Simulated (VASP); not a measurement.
A run of VASP 6.6.1 is set up as follows.

Contents of INCAR:

```
ALGO = Normal
EDIFF = 1E-6
ENCUT = 520
GGA = PE
ISIF = 2
ISMEAR = 0
ISPIN = 2
LASPH = True
LCHARG = False
LMAXMIX = 6
LORBIT = 11
LREAL = False
LWAVE = False
MAGMOM = 6
NBANDS = 20
NELM = 150
PREC = Accurate
SIGMA = 0.05
```

The input KPOINTS:

```
k-points
0
Gamma
  14 14 14
```

POSCAR

```
Tb
1.0
    0.0000000000      2.5182754115      2.5182754115
    2.5182754115      0.0000000000      2.5182754115
    2.5182754115      2.5182754115      0.0000000000
Tb
1
Direct
    0.0000000000      0.0000000000      0.0000000000
```

Potentials or basis: VASP PAW PBE potentials, release 64 (Tb).

The run is started by

```console
$ cat potpaw_PBE.64/Tb/POTCAR > POTCAR
$ mpirun -np 1 vasp_std > vasp.out
```

Q: Predict the site moments.

A: Tb +5.71 μB.

Q: What does it give for the band gap on the k mesh?

A: None (metal or under the smearing width).

Q: What does it give for the pressure?

A: 0.3 GPa.

Caveat: the magnetic or orbital state may not be the lowest; spin-orbit coupling is left out, which moves the levels of the heavy elements. The state reached can hang on the start; a lower one may exist.
